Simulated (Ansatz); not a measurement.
The calculation used Ansatz 0.2.0, DFT PBE, scalar-relativistic, plane waves, PAW. All cells share a 420 eV cutoff and Γ-centred k meshes spaced at most about 0.3 Å⁻¹ (about 0.25 or finer for metals, 2π included). No spin polarisation in the final relaxations.

All energies are static (0 K, no zero-point motion).

Compare these two cells of PtS2, each relaxed at this level.

A. Space group Cmmm (No. 65), orthorhombic, a = 5.203 Å, b = 8.171 Å, c = 2.692 Å. Pt has 4 S at 2.42 Å and 2 Pt at 2.69 Å; S is surrounded by 2 Pt at 2.42 Å and 4 S at 2.60–2.69 Å.

B. Space group P4_2/mnm (No. 136), tetragonal, a = 5.451 Å, c = 3.820 Å. Pt is surrounded by 6 S at 2.39–2.41 Å; around S lie 3 Pt at 2.39–2.41 Å.

Question: Which is lower in energy, and by how much?

Answer: B is lower, by 0.35 eV/atom. A has space group Cmmm (No. 65), 19.1 Å³/atom and no gap on its mesh; B has the rutile type, space group P4_2/mnm (No. 136), 18.9 Å³/atom and no gap. Counting S atoms around Pt (those within 1.25 times the shortest such distance or 1.15 times the sum of covalent radii), A has Pt 4 and B has Pt 6. Both come from invented guesses. A third cell relaxed alike, in P-3m1 (a cell as deposited in COD), lies 0.35 eV/atom below the lower of the two.

Spin–orbit coupling, which can matter for Pt, is left out. Cells relaxed within their symmetry can be saddle points.
